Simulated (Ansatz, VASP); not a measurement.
MgO in VASP and in Ansatz

```
Mg O
1.0
     3.68045    0.00000    0.00000
    -1.84023    3.18737    0.00000
     0.00000    0.00000    3.74903
Mg O
2 2
Direct
  0.66667 0.33333 0.75000
  0.33333 0.66667 0.25000
  0.66667 0.33333 0.25000
  0.33333 0.66667 0.75000
```

Alike in both runs: task single point; functional PBEsol; k mesh 9 × 9 × 6; occupations gaussian, width 0.05 eV; no spin polarisation.

|  | VASP | Ansatz |
| --- | --- | --- |
| version | VASP 6.6.1 | Ansatz 0.2.0 |
| potentials or method | VASP PAW PBE potentials, release 64 (Mg, O) | scalar-relativistic, plane waves, PAW |
| plane-wave cutoff (eV) | 520 | 420 |
| valence electrons in the cell | 16 | 32 |

|  | VASP | Ansatz | Ansatz less VASP |
| --- | --- | --- | --- |
| gap on the k mesh at the Fermi level (eV) | 3.40 | 3.40 | +0.008 |
| least direct gap on the mesh (eV) | 3.46 | 3.47 | 0.000 |
| pressure (GPa) | 10.5 | 10.7 | +0.12 |
| largest component of the traceless stress (GPa) | 29.93 | 29.52 | -0.413 |

The two sets of potentials don't hold the same shells in valence.

Caveats: the PAW data sets were made with another functional, which shifts forces and pressure a little (VASP); an odd mesh through Γ misses points on the zone boundary, where band edges often lie. A hybrid or GW would open this gap; PBEsol tends to underestimate it.
